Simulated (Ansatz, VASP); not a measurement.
## Two plane-wave programs on Hf

```
CELL_PARAMETERS angstrom
3.12635 0.00000 0.00000
-1.04212 2.94755 0.00000
-1.04212 -1.47378 2.55266
ATOMIC_POSITIONS crystal
Hf 0.00000 0.00000 0.00000
```

Alike in both runs: task single point; functional PBEsol; k mesh 10 × 10 × 10; occupations gaussian, width 0.1 eV; no spin polarisation.

```csv
,VASP,Ansatz
version,VASP 6.6.1,Ansatz 0.2.0
potentials or method,"VASP PAW PBE potentials, release 64 (Hf_pv)",Ansatz PAW
plane-wave cutoff (eV),520,420
valence electrons in the cell,10,26
```

Ansatz gave:

- gap on the k mesh at the Fermi level (eV): none
- pressure (GPa): -9.1

Task: Estimate VASP's values.

Result: gap on the k mesh at the Fermi level (eV): none; pressure (GPa): -9.4.

A gap of «none» marks a metal or a gap that the smearing closes. The functional is the same, so the differences come from potentials, cutoffs and numerics. The two sets of potentials don't hold the same shells in valence.

Caveats: the PAW data sets were made with another functional, which shifts forces and pressure a little (VASP); the PAW data sets come from PBE, with cores solved anew for the run's functional, which leaves a small shift of forces and pressure (Ansatz). Spin-orbit coupling is left out, which matters for the levels of Hf.
